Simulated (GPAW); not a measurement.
# CuO (Tenorite) (C2/c) in GPAW: further runs

The runs below take CuO (Tenorite) through band structure, equation of state, with PBEsol, LDA.

Everything below comes from runs of GPAW 26.7.0. Logs are shortened: lines on timing, memory, paths and dates and some standing lists are left out, and cuts for length are marked. The log counts tension as positive stress, the text compression.

### Step 1. Starting point

Symmetry: C2/c, No. 15, monoclinic system. The conventional cell has a = 4.684 Å, b = 3.423 Å, c = 5.129 Å, α = 90.00°, β = 99.54°, γ = 90.00°. Cu (site symmetry -1) is surrounded by 4 O at 1.95 to 1.96 Å. O (site symmetry 2) has 4 Cu at 1.95 to 1.96 Å as nearest neighbours.

### Step 2. Band structure, PBEsol

The input, run.py:

```python
from ase import Atoms
from ase.dft.bandgap import bandgap
from ase.io import write
from ase.units import GPa
from gpaw import GPAW, PW, setup_paths

setup_paths.insert(0, '.')

atoms = Atoms(['Cu', 'Cu', 'O', 'O'],
              cell=[[2.34185, -1.7113, 0.0],
                    [2.34185, 1.7113, 0.0],
                    [-0.8500274268, 0.0, 5.0578693947]],
              scaled_positions=[[0.5, 0.0, 0.5],
                                [0.0, 0.5, 0.0],
                                [0.4184, 0.5816, 0.75],
                                [0.5816, 0.4184, 0.25]],
              pbc=True)

calc = GPAW(mode=PW(800),
            xc='PBEsol',
            kpts={'size': (6, 6, 4), 'gamma': True},
            occupations={'name': 'fermi-dirac', 'width': 0.05},
            nbands=33,
            convergence={'density': 1e-05, 'energy': 1e-05},
            maxiter=150,
            txt='gpaw.txt')
atoms.calc = calc
energy = atoms.get_potential_energy()
forces = atoms.get_forces()
stress = atoms.get_stress()
calc.write('gs.gpw')
write('result.traj', atoms)
print(f'Energy: {energy:.6f} eV')
print('Forces (eV/A):')
print(forces.round(4))
print('Stress (GPa):', (stress / GPa).round(3))
print('Fermi level:', round(calc.get_fermi_level(), 4), 'eV')
print(f'Gap: {bandgap(calc)[0]:.4f} eV, direct: {bandgap(calc, direct=True)[0]:.4f} eV')

path = atoms.cell.bandpath('GYFLI,I1ZF1,YX1,XGN,MG', npoints=100, eps=1e-4)
bs_calc = calc.fixed_density(kpts=path, symmetry='off', nbands=47,
                             convergence={'bands': 'CBM+6.0', 'eigenstates': 1e-6}, txt='bands.txt')
bs = bs_calc.band_structure()
bs.write('bs.json')
print(f'Gap on the path: {bandgap(bs_calc)[0]:.4f} eV')
```

Potentials or basis: PAW data sets generated in the run's folder for this functional, pw.

Command:

```bash
$ gpaw-setup -f PBEsol Cu O
$ OMP_NUM_THREADS=1 python run.py
```

gpaw.txt:

```text
__  _  _
 | _ |_)|_||  |
 |__||  | ||/\| - 26.7.0

Input parameters:
  mode=PW(ecut=800.0),
  convergence={'density': 1e-05, 'energy': 1e-05},
  kpts=MonkhorstPack(size=(6, 6, 4), gamma=True),
  maxiter=150,
  nbands=33,
  occupations=Occupations(name='fermi-dirac', width=0.05),
  xc=XC(name='PBEsol')

Diagonalizing LCAO Hamiltonian
Converting LCAO to pw mode

          O

       Cu
           O
         Cu

Atoms  # Å, Bohr magnetons
|   | symbol |        x |         y |        z |    initial magnetic moments |
|---|--------|----------|-----------|----------|-----------------------------|
| 0 |     Cu | 0.745911 | -0.855650 | 2.528935 | ( 0.0000,  0.0000,  0.0000) |
| 1 |     Cu | 1.170925 |  0.855650 | 0.000000 | ( 0.0000,  0.0000,  0.0000) |
| 2 |      O | 1.704329 |  0.279284 | 3.793402 | ( 0.0000,  0.0000,  0.0000) |
| 3 |      O | 2.129343 | -0.279284 | 1.264467 | ( 0.0000,  0.0000,  0.0000) |

Unit cell  # Å
| periodic |         x |         y |        z |  lengths |    angles |
|----------|-----------|-----------|----------|----------|-----------|
|      yes |  2.341850 | -1.711300 | 0.000000 | 2.900484 | 97.690119 |
|      yes |  2.341850 |  1.711300 | 0.000000 | 2.900484 | 97.690119 |
|      yes | -0.850027 |  0.000000 | 5.057869 | 5.128800 | 72.314715 |

Number of symmetries: 2
Symmetry operations  # r_c * U_cc + t_c -> r_c
|   | kind |            matrix            |
|---|------|------------------------------|
| 0 |  E   |  1, 0, 0,  0, 1, 0,  0, 0, 1 |
| 1 |  i   | -1, 0, 0,  0,-1, 0,  0, 0,-1 |

BZ-sampling:
  Number of BZ points: 144
  Number of IBZ points: 76

  Monkhorst-Pack size: [6, 6, 4]
  Monkhorst-Pack shift: [0.08333333333333333, 0.08333333333333333, 0.125]

K-points  # in reciprocal-cell coordinates
|     |                                coordinates |     weight |
|-----|--------------------------------------------|------------|
|   0 | (  0.00000000,   0.00000000,   0.00000000) | 0.00694444 |
|   1 | (  0.00000000,   0.00000000,   0.25000000) | 0.01388889 |
|   2 | (  0.00000000,   0.00000000,   0.50000000) | 0.00694444 |
|   3 | (  0.00000000,   0.16666667,  -0.25000000) | 0.01388889 |
|   4 | (  0.00000000,   0.16666667,   0.00000000) | 0.01388889 |
|   5 | (  0.00000000,   0.16666667,   0.25000000) | 0.01388889 |
|   6 | (  0.00000000,   0.16666667,   0.50000000) | 0.01388889 |
|   7 | (  0.00000000,   0.33333333,  -0.25000000) | 0.01388889 |
|   8 | (  0.00000000,   0.33333333,   0.00000000) | 0.01388889 |
|   9 | (  0.00000000,   0.33333333,   0.25000000) | 0.01388889 |
| ... |                                            |            |
|  75 | (  0.50000000,   0.50000000,   0.50000000) | 0.00694444 |

Plane wave coefficients: 2100
Cutoff: 800.0 eV

Spin-components: 1 (collinear spins)
Bands:           33
Projectors:      22
Spin-degeneracy: 2
Datatype:        complex128

Parallelization:
  kpt:    1
  domain: 1
  band:   1

Density:
  Valence electrons: 34.0
  Components: 1
  Grid points: [20 20 35]
  Charge: 0.0  # |e|

Potential:
  Grid points: [20 20 35]

species:
  Cu:
    name:    Copper
    Z:       29.0
    valence: 11
    core:    18
    charge:  0.0  # [|e|]
    compensation charges:
      type: gauss
      rc: 0.33  # [Å]
      lmax: 2
    cutoffs:
      filter: 2.06  # [Å]
      core: 2.43  # [Å]
    projectors
    | kind |    occ | energy [eV] | rcut [Å] |
    |------|--------|-------------|----------|
    |   4s |  1.000 |      -4.607 |    1.164 |
    |   4p |  0.000 |      -0.637 |    1.164 |
    |   3d | 10.000 |      -5.060 |    1.058 |
    |    s |        |      22.604 |    1.164 |
    |    p |        |      26.574 |    1.164 |
    |    d |        |      22.151 |    1.058 |

    Using partial waves for Cu as LCAO basis

  O:
    name:    Oxygen
    Z:       8.0
    valence: 6
    core:    2
    charge:  0.0  # [|e|]
    compensation charges:
      type: gauss
      rc: 0.21  # [Å]
      lmax: 2
    cutoffs:
      filter: 1.17  # [Å]
      core: 0.83  # [Å]
    projectors
    | kind |    occ | energy [eV] | rcut [Å] |
    |------|--------|-------------|----------|
    |   2s |  2.000 |     -23.808 |    0.688 |
    |   2p |  4.000 |      -8.972 |    0.598 |
    |    s |        |       3.404 |    0.688 |
    |    p |        |      18.239 |    0.598 |
    |    d |        |       0.000 |    0.619 |

    Using partial waves for O as LCAO basis

Reference energy: -94036.894853  # eV

eigensolver:
  PPCG
  Converge bands: occupied
  niter=2

density mixing:
  MSR1-Mixer
  Pratt-step length: 0.05
  Maximum mixing coefficient: 0.75
  Old densities: 10
  SVD Regularization: 0.005
  Good broyden scale: 1.0
  Trust region scale: 1.0
  Backstep threshold: 4.0
  History deletion threshold: 6.0
  Fourier metric: weight=20.0, sigma=0.015

occupation numbers:
  Fermi-Dirac:
    width: 0.0500  # eV

poisson solver:
  ecut: 6400.0  # eV

xc functional:
  name: PBEsol with 2 nearest neighbor stencil

convergence criteria:
- Maximum integral of absolute [dens]ity change: 1e-05 electrons / valence electron
- Maximum [total energy] change in last 3 cyles: 1e-05 eV / valence electron
- Maximum integral of absolute [eigenst]ate change: 4e-08 eV^2 / valence electron
maximum number of iterations: 150

SCF iterations
|iter     | |      energy | eigst |  dens |
|---------|-|-------------|-------|-------|
|iter:   1| |  -27.460882 | +0.21 |       |
|iter:   2| |  -24.988109 | -1.85 | -0.90 |
|iter:   3| |  -21.627690 | -1.25 | -1.00 |
|iter:   4| |  -21.582183 | -3.44 | -1.60 |
|iter:   5| |  -21.723288 | -2.90 | -1.73 |
|iter:   6| |  -21.539912 | -2.96 | -1.55 |
|iter:   7| |  -21.536163 | -3.92 | -2.43 |
|iter:   8| |  -21.536081 | -5.77 | -2.94 |
|iter:   9| |  -21.536078c| -5.97 | -3.22 |
|iter:  10| |  -21.536080c| -7.36 | -4.00 |
|iter:  11| |  -21.536080c| -8.37c| -4.57 |
|iter:  12| |  -21.536080c| -8.78c| -5.29c|

Converged in 12 steps
Energy contributions relative to reference atoms: (reference = -94036.894853)

Energy contributions:
  Kinetic:          -5.057909
  Coulomb:          -1.265698
  Zero:              0.639251
  External:          0.000000
  Xc:              -15.841537
  Entropy:          -0.020373
  Spinorbit:         0.000000
  ----------------------------
  Free energy:     -21.546266
  Extrapolated:    -21.536080

dipole moment: (-8.337058, 0.000000, -10.999309)  # |e|*Ang

Fermi level: 6.364
Eigenvalues  # (at kpt = [0.000, 0.000, 0.000])
| band index |      eig [eV] | occ [0-2] |
|------------|---------------|-----------|
|          0 |       -13.488 |     2.000 |
|        ... |               |           |
|          8 |         3.289 |     2.000 |
|          9 |         3.393 |     2.000 |
|         10 |         3.697 |     2.000 |
|         11 |         3.750 |     2.000 |
|         12 |         3.975 |     2.000 |
|         13 |         4.152 |     2.000 |
[... 8 lines left out ...]
|         22 |        21.921 |     0.000 |
|         23 |        22.652 |     0.000 |
|        ... |               |           |
|         32 |        29.789 |     0.000 |

No gap
No difference between direct/indirect transitions

Forces  # eV/Ang
|        x |        y |        z |
|----------|----------|----------|
|  0.00000 |  0.00000 |  0.00000 |  # Cu   0
|  0.00000 |  0.00000 |  0.00000 |  # Cu   1
| -0.00000 | -0.29028 | -0.00005 |  # O    2
|  0.00000 |  0.29028 |  0.00005 |  # O    3

Stress tensor  # eV/Ang^3
|        x |         y |         z |
|----------|-----------|-----------|
| 0.001965 |  0.000000 |  0.006075 |
| 0.000000 | -0.008260 | -0.000000 |
| 0.006075 | -0.000000 |  0.007864 |

# Writing to gs.gpw (mode='')
```

It took 2.5 min on 1 thread of Arm Neoverse V2, shared host; peak memory 0.51 GiB.

Results:

- Free energy: -21.5463 eV
- Pressure: -0.1 GPa
- Largest force: 0.290 eV/Å
- Band gap along the path: none (metal or under the smearing width)

Forces in eV/Å, atoms in the order of the input:
```
Cu   0.000  0.000  0.000
Cu   0.000  0.000  0.000
O    0.000 -0.290  0.000
O    0.000  0.290  0.000
```

Stress tensor (GPa, compression positive):
```
-0.31  0.00 -0.97
 0.00  1.32  0.00
-0.97  0.00 -1.26
```

Levels at the corners of the path, in eV from the Fermi level:
| point | band 14 | band 15 | band 16 | band 17 | band 18 | band 19 | band 20 |
| --- | --- | --- | --- | --- | --- | --- | --- |
| Γ | -2.21 | -2.15 | -1.64 | 0.22 | 0.96 | 1.67 | 5.91 |
| Y | -2.12 | -1.67 | -1.20 | -0.65 | 1.08 | 3.23 | 7.01 |
| F | -1.83 | -1.34 | -1.32 | -0.66 | 0.18 | 4.14 | 6.07 |
| L | -1.65 | -1.30 | -1.30 | -0.43 | -0.43 | 5.12 | 5.12 |
| I | -1.80 | -1.48 | -1.48 | -0.29 | -0.29 | 5.77 | 5.77 |
| I1 | -1.80 | -1.48 | -1.48 | -0.29 | -0.29 | 5.77 | 5.77 |
| Z | -2.21 | -1.50 | -1.50 | 0.25 | 0.25 | 3.89 | 3.89 |
| F1 | -1.83 | -1.34 | -1.32 | -0.66 | 0.18 | 4.14 | 6.07 |
| Y | -2.12 | -1.67 | -1.20 | -0.65 | 1.08 | 3.23 | 7.01 |
| X1 | -2.00 | -1.39 | -1.34 | -1.30 | 0.90 | 4.78 | 7.11 |
| X | -2.00 | -1.39 | -1.34 | -1.30 | 0.90 | 4.78 | 7.11 |
| Γ | -2.21 | -2.15 | -1.64 | 0.22 | 0.96 | 1.67 | 5.91 |
| N | -1.59 | -1.50 | -1.40 | 0.00 | 0.26 | 4.76 | 6.22 |
| M | -2.14 | -1.72 | -1.59 | -0.08 | 0.76 | 5.02 | 6.49 |
| Γ | -2.21 | -2.15 | -1.64 | 0.22 | 0.96 | 1.67 | 5.91 |

Caveat: the k mesh is coarse (spacing up to 0.38 Å⁻¹), so the values aren't converged; with this Cu data set, volumes or pressures lay over 1.5 % or 2 GPa off other programs in two to four cells of ten; the run has no spin polarisation, though such a crystal can be magnetic; semilocal functionals often make such compounds metallic where correlation or magnetic order opens a gap, which also shifts bond lengths.

### Step 3. Band structure, LDA

run.py, as its differences from that of step 2:

```diff
@@ -4,5 +4,3 @@
 from ase.units import GPa
-from gpaw import GPAW, PW, setup_paths
-
-setup_paths.insert(0, '.')
+from gpaw import GPAW, PW
 
@@ -19,3 +17,3 @@
 calc = GPAW(mode=PW(800),
-            xc='PBEsol',
+            xc='LDA',
             kpts={'size': (6, 6, 4), 'gamma': True},
```

Potentials or basis: the program's PAW data sets (release 1.2.1) made for this functional, pw.

Command:

```bash
$ OMP_NUM_THREADS=1 python run.py
```

Run time: 2.5 min. Hardware: 1 thread of Arm Neoverse V2, shared host; peak memory 0.51 GiB.

The run converged. Its results:

```
Free energy             : -23.5018 eV
Pressure                : -8.1 GPa
Largest force           : 0.431 eV/Å
Band gap along the path : none (metal or under the smearing width)
```

Forces on the atoms (eV/Å):
```
Cu   0.000  0.000  0.000
Cu   0.000  0.000  0.000
O    0.000 -0.431  0.000
O    0.000  0.431  0.000
```

Stress tensor (GPa, compression positive):
```
 -8.84   0.00  -0.04
  0.00  -4.85   0.00
 -0.04   0.00 -10.48
```

Levels at the corners of the path, in eV from the Fermi level:
| point | band 13 | band 14 | band 15 | band 16 | band 17 | band 18 | band 19 | band 20 |
| --- | --- | --- | --- | --- | --- | --- | --- | --- |
| Γ | -2.40 | -2.22 | -2.16 | -1.64 | 0.23 | 0.95 | 1.73 | 5.99 |
| Y | -2.13 | -2.13 | -1.69 | -1.21 | -0.65 | 1.07 | 3.26 | 6.95 |
| F | -1.89 | -1.83 | -1.33 | -1.32 | -0.66 | 0.18 | 4.16 | 6.06 |
| L | -1.64 | -1.64 | -1.29 | -1.29 | -0.43 | -0.43 | 5.13 | 5.13 |
| I | -1.79 | -1.79 | -1.48 | -1.48 | -0.30 | -0.30 | 5.77 | 5.77 |
| I1 | -1.79 | -1.79 | -1.48 | -1.48 | -0.30 | -0.30 | 5.77 | 5.77 |
| Z | -2.20 | -2.20 | -1.49 | -1.49 | 0.24 | 0.24 | 3.93 | 3.93 |
| F1 | -1.89 | -1.83 | -1.33 | -1.32 | -0.66 | 0.18 | 4.16 | 6.06 |
| Y | -2.13 | -2.13 | -1.69 | -1.21 | -0.65 | 1.07 | 3.26 | 6.95 |
| X1 | -2.07 | -1.99 | -1.39 | -1.34 | -1.30 | 0.89 | 4.80 | 7.09 |
| X | -2.07 | -1.99 | -1.39 | -1.34 | -1.30 | 0.89 | 4.80 | 7.09 |
| Γ | -2.40 | -2.22 | -2.16 | -1.64 | 0.23 | 0.95 | 1.73 | 5.99 |
| N | -2.03 | -1.58 | -1.49 | -1.40 | 0.00 | 0.26 | 4.75 | 6.24 |
| M | -2.19 | -2.14 | -1.73 | -1.59 | -0.09 | 0.76 | 5.04 | 6.45 |
| Γ | -2.40 | -2.22 | -2.16 | -1.64 | 0.23 | 0.95 | 1.73 | 5.99 |

Caveat: the k mesh is coarse (spacing up to 0.38 Å⁻¹), so the values aren't converged; with this Cu data set, volumes or pressures lay over 1.5 % or 2 GPa off other programs in two to four cells of ten; the run has no spin polarisation, though such a crystal can be magnetic; semilocal functionals often make such compounds metallic where correlation or magnetic order opens a gap, which also shifts bond lengths.

### Step 4. Equation of state, LDA

The input, run.py:

```python
from ase import Atoms
from ase.eos import EquationOfState
from ase.io import Trajectory
from ase.units import GPa
from gpaw import GPAW, PW

atoms = Atoms(['Cu', 'Cu', 'O', 'O'],
              cell=[[2.34185, -1.7113, 0.0],
                    [2.34185, 1.7113, 0.0],
                    [-0.8500274268, 0.0, 5.0578693947]],
              scaled_positions=[[0.5, 0.0, 0.5],
                                [0.0, 0.5, 0.0],
                                [0.4184, 0.5816, 0.75],
                                [0.5816, 0.4184, 0.25]],
              pbc=True)

traj = Trajectory('eos.traj', 'w')
volumes, energies = [], []
for x in [0.94, 0.96, 0.98, 1.0, 1.02, 1.04, 1.06]:
    a = atoms.copy()
    a.set_cell(atoms.cell * x**(1 / 3), scale_atoms=True)
    calc = GPAW(mode=PW(800),
                xc='LDA',
                kpts={'size': (6, 6, 4), 'gamma': True},
                occupations={'name': 'fermi-dirac', 'width': 0.05},
                nbands=33,
                convergence={'density': 1e-05, 'energy': 1e-05},
                maxiter=150,
                txt=f'eos-{x:.2f}.txt')
    a.calc = calc
    energies.append(a.get_potential_energy(force_consistent=True))
    volumes.append(a.get_volume())
    p = -a.get_stress()[:3].mean() / GPa
    calc.write(f'eos-{x:.2f}.gpw')
    traj.write(a)
    print(f'{x:.2f} {volumes[-1]:10.4f} A^3 {energies[-1]:14.6f} eV {p:9.3f} GPa', flush=True)

v0, e0, B = EquationOfState(volumes, energies, eos='birchmurnaghan').fit()
print(f'V0 = {v0:.4f} A^3, E0 = {e0:.6f} eV, B0 = {B / GPa:.2f} GPa')
```

Command:

```bash
$ OMP_NUM_THREADS=1 python run.py
```

Wall time 10 min (1 thread of Arm Neoverse V2, shared host); peak memory 0.6 GiB.

It converged, with:

| Quantity | Value |
| --- | --- |
| Equilibrium volume | 9.75 Å³/atom |
| Bulk modulus at fixed shape and positions | 206 GPa |
| Pressure derivative of the bulk modulus | 4.6 |

Energy against volume, from the lowest point:
```
volume (Å³/atom)  energy (meV/atom)
           9.527               3.42
           9.730               0.00
           9.932               2.07
          10.135               9.03
          10.338              20.28
          10.540              35.45
          10.743              54.02
```

Caveat: the k mesh is coarse (spacing up to 0.38 Å⁻¹), so the values aren't converged; with this Cu data set, volumes or pressures lay over 1.5 % or 2 GPa off other programs in two to four cells of ten; the cell was scaled at fixed shape and fractional positions, which overstates the stiffness of a crystal with free parameters, most of all of layers and chains; the run has no spin polarisation, though such a crystal can be magnetic.

### Step 5. Summary

```csv
task,level,potentials or basis,band path,band points,pressure (GPa),largest force (eV/Å)
band structure,PBEsol,"PAW data sets generated in the run's folder for this functional, pw","GYFLI,I1ZF1,YX1,XGN,MG",100,-0.1,0.29
band structure,LDA,"the program's PAW data sets (release 1.2.1) made for this functional, pw","GYFLI,I1ZF1,YX1,XGN,MG",100,-8.1,0.43
equation of state,LDA,"the program's PAW data sets (release 1.2.1) made for this functional, pw",-,-,-,-
```

Alike in all rows: no spin polarisation; cell as given; k mesh 6 × 6 × 4; cutoff (eV) 800; smearing fermi-dirac 0.05 eV; the mesh is coarse, so values aren't converged.

Caveats: all runs use coarse meshes; with this Cu data set, volumes or pressures lay over 1.5 % or 2 GPa off other programs in two to four cells of ten; the run has no spin polarisation, though such a crystal can be magnetic; semilocal functionals often make such compounds metallic where correlation or magnetic order opens a gap, which also shifts bond lengths (some runs); the cell was scaled at fixed shape and fractional positions, which overstates the stiffness of a crystal with free parameters, most of all of layers and chains (some runs).

Total energies depend on the potentials used, so only differences within one code and one set of settings carry meaning.
